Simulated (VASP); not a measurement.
A run of VASP 6.6.1:

INCAR

```
SYSTEM = CdTe
ALGO = Normal
EDIFF = 1E-6
EDIFFG = -0.005
ENCUT = 600
GGA = PE
IBRION = 2
ISIF = 3
ISMEAR = 0
LASPH = .True.
LCHARG = .False.
LREAL = .False.
LWAVE = .False.
NELM = 100
NSW = 100
PREC = Accurate
SIGMA = 0.02
```

The input KPOINTS:

```
k-points
0
Gamma
  10 10 10
  0 0 0
```

The input POSCAR:

```
CdTe
1.0
    0.0000000000      3.3086866350      3.3086866350
    3.3086866350      0.0000000000      3.3086866350
    3.3086866350      3.3086866350      0.0000000000
Cd Te
1 1
Direct
    0.0000000000      0.0000000000      0.0000000000
    0.2500000000      0.2500000000      0.2500000000
```

Potentials or basis: VASP PAW PBE potentials, release 64 (Cd, Te).

Run with:

```bash
$ cat potpaw_PBE.64/Cd/POTCAR potpaw_PBE.64/Te/POTCAR > POTCAR
$ mpirun -np 1 vasp_std > vasp.out
```

Hardware: 1 thread of Intel(R) Xeon(R) 6975P-C (Granite Rapids), with other jobs on the host.

Task: How long does it take, and how much memory?

Result: It took 32 s on 1 thread of Intel(R) Xeon(R) 6975P-C (Granite Rapids) (shared host), peak memory 0.28 GiB. Counts: scf iterations 19, k points 47, ion steps 2.
